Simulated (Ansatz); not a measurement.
ZnS (Wurtzite-6H): single point with PBE

**Measured values to compare with.**

A printed reference work, monograph reports, for a bulk crystal of ZnS at 4 K: band gap 3.911 eV (direct).

The system is ZnS (Wurtzite-6H).

```xyz
12
Lattice="3.8120 0.0000 0.0000 -1.9060 3.3013 0.0000 0.0000 0.0000 18.6900" Properties=species:S:1:pos:R:3 pbc="T T T"
Zn    0.0000    2.2009   15.5749
Zn    1.9060    1.1004    6.2299
Zn    1.9060    1.1004   12.4601
Zn    0.0000    2.2009    3.1151
Zn    0.0000    0.0000    9.3450
Zn    0.0000    0.0000    0.0000
S     0.0000    2.2009   17.9112
S     1.9060    1.1004    8.5662
S     1.9060    1.1004   14.7963
S     0.0000    2.2009    5.4513
S     0.0000    0.0000   11.6812
S     0.0000    0.0000    2.3362
```

- Program: Ansatz 0.2.0
- Task: single point
- Functional: PBE
- Potentials or basis: Ansatz PAW
- Cutoff: 420 eV (not typed: the program's choice for these potentials)
- k mesh: 8 × 8 × 2
- Occupations: gaussian, width 0.013 eV
- Spin: no spin polarisation

| Property | Result |
| --- | --- |
| Pressure | 2.1 GPa |
| Largest force | 0.030 eV/Å |
| Band gap on the k mesh | 2.16 eV, direct |

Forces on the atoms (eV/Å):
```
Zn   0.000  0.000  0.003
Zn   0.000  0.000  0.003
Zn   0.000  0.000  0.013
Zn   0.000  0.000  0.013
Zn   0.000  0.000 -0.004
Zn   0.000  0.000 -0.004
S    0.000  0.000 -0.030
S    0.000  0.000 -0.030
S    0.000  0.000 -0.007
S    0.000  0.000 -0.007
S    0.000  0.000  0.024
S    0.000  0.000  0.024
```

Levels at points of the mesh, in eV from the valence-band top:
```
             k point  band 51  band 52  band 53  band 54  band 55  band 56  band 57  band 58
  (0.00, 0.00, 0.00)    -0.24    -0.02     0.00     0.00     2.16     3.21     3.26     3.33
 (0.00, 0.00, -0.50)    -0.07    -0.07    -0.07    -0.07     2.64     2.64     3.27     3.27
 (0.00, -0.50, 0.00)    -1.27    -1.26    -1.10    -0.88     3.43     3.56     3.60     3.87
(0.00, -0.50, -0.50)    -1.22    -1.22    -0.99    -0.99     3.36     3.36     3.85     3.85
```

Wall time 15 s on 4 threads of Intel(R) Xeon(R) Processor @ 2.70GHz, with other jobs on the host, peak memory 0.78 GiB.

Against the measured gap of ZnS, 3.911 eV (direct; 4 K; a printed reference work, monograph), the calculated 2.16 eV is off by -1.75 eV. The value is that of PBE on a finite k mesh, which can miss the band edges, without temperature or zero-point motion. Semilocal functionals fall short of measured gaps as a rule.

Caveat: the cell's inner coordinates are idealised or old, which leaves forces on the atoms.
